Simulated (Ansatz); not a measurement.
Set up this calculation in Ansatz 0.2.0, as the native input.

* Task: single point
* Functional: LDA
* Potentials or basis: Ansatz PAW
* Cutoff: 420 eV (not typed: the program's choice for these potentials)
* k mesh: 8 × 8 × 8
* Occupations: gaussian, width 0.02 eV
* Spin: no spin polarisation

AgBr:

```
Ag Br
1.0
     0.00000    2.87015    2.87015
     2.87015    0.00000    2.87015
     2.87015    2.87015    0.00000
Ag Br
1 1
Direct
  0.00000 0.00000 0.00000
  0.50000 0.50000 0.50000
```

These files were run (other wordings do the same):

input.yaml

```yaml
crystal:
  lattice:
    - [0.0, 2.87015, 2.87015]
    - [2.87015, 0.0, 2.87015]
    - [2.87015, 2.87015, 0.0]
  atoms:
    - { symbol: Ag, position: [0.0, 0.0, 0.0] }
    - { symbol: Br, position: [0.5, 0.5, 0.5] }
hamiltonian:
  xc: lda
  pseudopotentials: { kind: paw }
kpoints:
  mp_grid: { grid: [8, 8, 8] }
scf:
  occupations: { method: gaussian, width: 0.02 }
output:
  forces: true
  stress: true
  eigenvalues: true
```

Potentials or basis: Ansatz PAW.

Run with:

```bash
$ ansatz run input.yaml --threads 2 --pin off --max-ram 5632MiB --backend cpu --events-out ev --progress --plain --runs-dir out
```

Results of the run:

The pressure is -4.2 GPa and the band gap on the k mesh is 0.38 eV, indirect (least direct gap 2.31 eV).

Caveat: the PAW data sets come from PBE, with cores solved anew for the run's functional, which leaves a small shift of forces and pressure.

It took 0.81 s on 2 threads of Arm Neoverse V1 (shared host), peak memory 0.29 GiB.
